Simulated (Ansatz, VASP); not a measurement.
One calculation of BN, two programs

Contents of INCAR:

```
SYSTEM = BN
ALGO = Normal
EDIFF = 1E-6
ENCUT = 520
GGA = PS
ISIF = 2
ISMEAR = 0
LASPH = .True.
LCHARG = .True.
LELF = .True.
LREAL = .False.
LVHAR = .True.
LWAVE = .False.
NBANDS = 16
NELM = 80
PREC = Accurate
SIGMA = 0.02
```

KPOINTS

```
k-points
0
Gamma
  12 12 4
  0 0 0
```

Contents of POSCAR:

```
BN
1.0
    2.5064254139      0.0000000000      0.0000000000
   -1.2532127069      2.1706280811      0.0000000000
    0.0000000000      0.0000000000      6.6141239161
B N
2 2
Direct
    0.3333333333      0.6666666667      0.2500000000
    0.6666666667      0.3333333333      0.7500000000
    0.3333333333      0.6666666667      0.7500000000
    0.6666666667      0.3333333333      0.2500000000
```

Input for Ansatz:

```yaml
crystal:
  lattice:
    - [2.5064254139, 0.0, 0.0]
    - [-1.2532127069, 2.1706280811, 0.0]
    - [0.0, 0.0, 6.6141239161]
  atoms:
    - { symbol: B, position: [0.3333333333, 0.6666666667, 0.25] }
    - { symbol: B, position: [0.6666666667, 0.3333333333, 0.75] }
    - { symbol: "N", position: [0.3333333333, 0.6666666667, 0.75] }
    - { symbol: "N", position: [0.6666666667, 0.3333333333, 0.25] }
basis:
  ecutwfc: 420
kpoints:
  mp_grid: { grid: [12, 12, 4] }
  band_path:
    path:
      - [[0.0, 0.0, 0.0], [0.5, 0.0, 0.0], [0.33333333, 0.33333333, 0.0], [0.0, 0.0, 0.0], [0.0, 0.0, 0.5], [0.5, 0.0, 0.5], [0.33333333, 0.33333333, 0.5], [0.0, 0.0, 0.5]]
      - [[0.5, 0.0, 0.5], [0.5, 0.0, 0.0]]
      - [[0.33333333, 0.33333333, 0.5], [0.33333333, 0.33333333, 0.0]]
    npoints: 14
hamiltonian:
  xc: pbesol
scf:
  occupations: { method: gaussian, width: 0.02 }
  n_extra_bands: 10
output:
  forces: true
  stress: true
  eigenvalues: true
  populations: true
  dos: { projected: true, de: 0.02, nscf_kmesh: { grid: [18, 18, 6] } }
  bader: true
  write_density: true
  write_potential: true
  elf: true
  volumetric_format: npy
```

Alike in both runs: task single point; functional PBEsol; k mesh 12 × 12 × 4; occupations gaussian, width 0.02 eV; no spin polarisation.

|  | VASP | Ansatz |
| --- | --- | --- |
| version | VASP 6.6.1 | Ansatz 0.2.0 |
| potentials or method | VASP PAW PBE potentials, release 64 (B, N) | scalar-relativistic, plane waves, PAW |
| plane-wave cutoff (eV) | 520 | 420 |
| valence electrons in the cell | 16 | 16 |

|  | VASP | Ansatz | Ansatz less VASP |
| --- | --- | --- | --- |
| gap on the k mesh at the Fermi level (eV) | 4.16 | 4.17 | +0.011 |
| least direct gap on the mesh (eV) | 4.57 | 4.58 | +0.007 |
| pressure (GPa) | 0.1 | -0.2 | -0.31 |
| largest component of the traceless stress (GPa) | 0.76 | 1.20 | +0.438 |

The functional is the same, so the differences come from potentials, cutoffs and numerics.

Caveats: the PAW data sets were made with another functional, which shifts forces and pressure a little (VASP); this functional lacks dispersion, which binds the layers, so the pressure and a relaxed spacing across them are unreliable. A k mesh can miss the band edges.
